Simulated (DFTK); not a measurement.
Crystal: SrO.

```xyz
2
Lattice="0.0000 2.5663 2.5663 2.5663 0.0000 2.5663 2.5663 2.5663 0.0000" Properties=species:S:1:pos:R:3 pbc="T T T"
Sr    2.5663    2.5663    2.5663
O     0.0000    0.0000    0.0000
```

Base run:

- Program: DFTK 0.8.2
- Functional: r2SCAN
- Potentials or basis: SG15 1.2 (PBE)
- Cutoff: 1225 eV
- k mesh: 7 × 7 × 7
- Occupations: fermi-dirac, width 0.05 eV
- Spin: no spin polarisation

Its results: band gap on the k mesh 3.92 eV, indirect (least direct gap 4.01 eV).

Q: The run is repeated on the same cell with these changes: functional from r2SCAN to HSE06; cutoff from 1225 eV to 952 eV; k mesh from 7 × 7 × 7 to 2 × 2 × 2. What comes out?

A: Band gap on the k mesh 4.90 eV, indirect (least direct gap 4.98 eV).

Several settings changed at once, so the effect can't be laid on one alone.

Caveats: some runs use coarse meshes; the mesh misses the band edges, which the band path finds closer together (some runs); this program's HSE differs a little from the usual definition (some runs).

Not every run made on this cell is shown here.
